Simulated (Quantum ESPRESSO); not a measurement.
**CuO: projected density of states with LDA+U**

The system is CuO.

```
Cu O
1.0
     2.83633    0.00000    0.00000
    -1.41816    2.45633    0.00000
     0.00000    0.00000    2.76811
Cu O
1 1
Direct
  0.00000 0.00000 0.00000
  0.66667 0.33333 0.50000
```

Measurements of this composition are mostly on another form, of space group No. 15.

```json
{"Program": "Quantum ESPRESSO 7.5", "Task": "projected density of states", "Functional": "LDA", "Potentials or basis": "SSSP 1.3 efficiency PBE", "Cutoff": "748 eV", "Density cutoff": "5987 eV", "k mesh": "11 × 11 × 10", "Occupations": "fermi-dirac, width 0.05 eV", "Spin": "no spin polarisation", "Hubbard terms": "Cu d U = 3 eV", "Hubbard projectors": "ortho-atomic", "Form of the LDA correlation": "PZ81", "Mixing beta": "0.3", "Most SCF iterations": "120", "SCF threshold": "4e-10 Ry", "Dos occupations": "tetrahedra_opt"}
```

| Quantity | Value |
| --- | --- |
| Pressure | -14.1 GPa |
| Band gap on the k mesh | none (metal or under the smearing width) |
| Loewdin charges | Cu +0.38; O -0.36 e |

Stress tensor (GPa, compression positive):
```
 -9.74   0.00   0.00
  0.00  -9.74   0.00
  0.00   0.00 -22.83
```

Levels at points of the mesh, in eV from the Fermi level:
```tsv
k point	band 7	band 8	band 9	band 10	band 11	band 12
(0.00, 0.00, 0.00)	-2.05	-0.16	-0.16	1.47	15.51	16.91
(0.00, 0.00, -0.50)	-1.97	-0.11	-0.11	7.42	7.93	21.23
```

States per cell in windows of 1 eV (zero at the Fermi level; states under -8 eV left out):
```
from (eV)  total  Cu#1 d wfc3  O#2 p wfc2  Cu#1 p wfc2  Cu#1 s wfc1  O#2 s wfc1
     -8.0   0.04         0.01        0.03         0.00         0.01        0.00
     -7.0   0.76         0.15        0.45         0.06         0.09        0.01
     -6.0   1.62         0.48        0.93         0.11         0.08        0.02
     -5.0   2.12         0.92        1.06         0.10         0.03        0.01
     -4.0   2.18         1.44        0.68         0.05         0.00        0.00
     -3.0   3.24         3.04        0.13         0.04         0.01        0.01
     -2.0   3.03         2.30        0.56         0.06         0.04        0.06
     -1.0   1.90         0.93        0.89         0.04         0.02        0.02
      0.0   0.96         0.42        0.53         0.01         0.00        0.00
      1.0   0.01         0.00        0.00         0.00         0.00        0.00
      2.0   0.04         0.00        0.01         0.01         0.01        0.01
      3.0   0.08         0.00        0.02         0.02         0.02        0.02
      4.0   0.16         0.00        0.04         0.05         0.03        0.04
      5.0   0.37         0.01        0.08         0.12         0.10        0.05
      6.0   1.00         0.03        0.19         0.36         0.34        0.06
      7.0   0.29         0.01        0.05         0.15         0.06        0.02
```

Eigenvalues of the final occupation matrices:
```tsv
site	spin	trace	eigenvalues
Cu 1 3d	each	4.75	0.89 0.89 0.98 0.98 0.99
```

Wall time 63 s on 1 thread of Intel(R) Xeon(R) Platinum 8259CL CPU @ 2.50GHz (Skylake/Cascade Lake) (shared host), peak memory 0.14 GiB.

Caveat: the potentials were made for another functional, which shifts forces and pressure; an odd number of electrons without spin polarisation forces a metal; a magnetic or distorted state may lie lower; the run has no spin polarisation, though such a crystal can be magnetic; U without spin polarisation on a metal has little footing.
